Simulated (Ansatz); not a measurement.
## Ir (omega (AlB2-type)): energy against volume

All numbers below come from Ansatz 0.2.0, DFT, revPBE, plane waves (420 eV) with PAW, scalar-relativistic. (PAW data from PBE, frozen cores regenerated.)

The cell is scaled uniformly from the relaxed one, with fractional coordinates and shape fixed. Energies are extrapolated to zero smearing, pressures are those at the given smearing. Magnetic state: spin not included.

A Birch-Murnaghan fit gives V₀ = 15.09 Å³/atom, B₀ = 312 GPa, B₀′ = 5.1.

Problem. What are the energy above the minimum and the pressure at 13.295 Å³/atom?

Solution. 268.0 meV/atom and 54.79 GPa as computed.

Problem. What are the energy above the minimum and the pressure at 13.900 Å³/atom?

Solution. 107.6 meV/atom and 31.96 GPa as computed.

Problem. What are the energy above the minimum and the pressure at 16.921 Å³/atom?

Solution. 171.5 meV/atom and -26.13 GPa as computed.
